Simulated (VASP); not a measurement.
Set up this calculation in VASP 6.6.1, as the native input.

```
Task                   : relaxation of cell and atoms
Functional             : r2SCAN
Potentials or basis    : VASP PAW PBE potentials, release 64 (Lu)
Cutoff                 : 600 eV
k mesh                 : 10 × 10 × 10
Occupations            : fermi-dirac, width 0.05 eV
Spin                   : no spin polarisation
Further INCAR settings : ALGO = Normal; EDIFF = 1e-06; IBRION = 2; EDIFFG = -0.005; NSW = 60; ISIF = 3
```

The structure of Lu lies in POSCAR:

```
Lu
1.0
   -1.9541071088      1.9541071088      1.9541071088
    1.9541071088     -1.9541071088      1.9541071088
    1.9541071088      1.9541071088     -1.9541071088
Lu
1
Direct
    0.0000000000      0.0000000000      0.0000000000
```

This isn't the form of Lu at room conditions, which is hcp.

One way to write it, as run:

INCAR

```
PREC = Accurate ; ENCUT = 600
EDIFF = 1E-6 ; ISMEAR = -1
SIGMA = 0.05 ; LREAL = False
LASPH = True ; NELM = 100
ALGO = Normal ; ISIF = 3
LWAVE = False ; LCHARG = False
METAGGA = R2SCAN ; LMIXTAU = True
IBRION = 2 ; NSW = 60
EDIFFG = -0.005
```

KPOINTS

```
Automatic mesh
0
Gamma
  10 10 10
```

Potentials or basis: VASP PAW PBE potentials, release 64 (Lu).

Run with:

```console
$ cat potpaw_PBE.64/Lu/POTCAR > POTCAR
$ mpirun -np 1 vasp_std > vasp.out
```

Results of the run:

| Item | Value |
| --- | --- |
| Relaxed volume | 29.66 Å³/atom |
| Relaxed cell | a = 3.378 Å, b = 3.378 Å, c = 3.378 Å, α = 109.47°, β = 109.47°, γ = 109.47° |
| Space group after relaxing (to 0.05 Å) | Im-3m (No. 229) |
| Energy gained by relaxing | 0.0 meV/atom |
| Ionic steps | 2 |
| Pressure after relaxing | 0.0 GPa |
| Band gap on the k mesh | none (metal or under the smearing width) |

Caveat: the PAW data sets were made with another functional, which shifts forces and pressure a little.

Wall time 2.4 min on 1 thread of Intel(R) Xeon(R) 6975P-C (Granite Rapids), with other jobs on the host, peak memory 0.19 GiB.
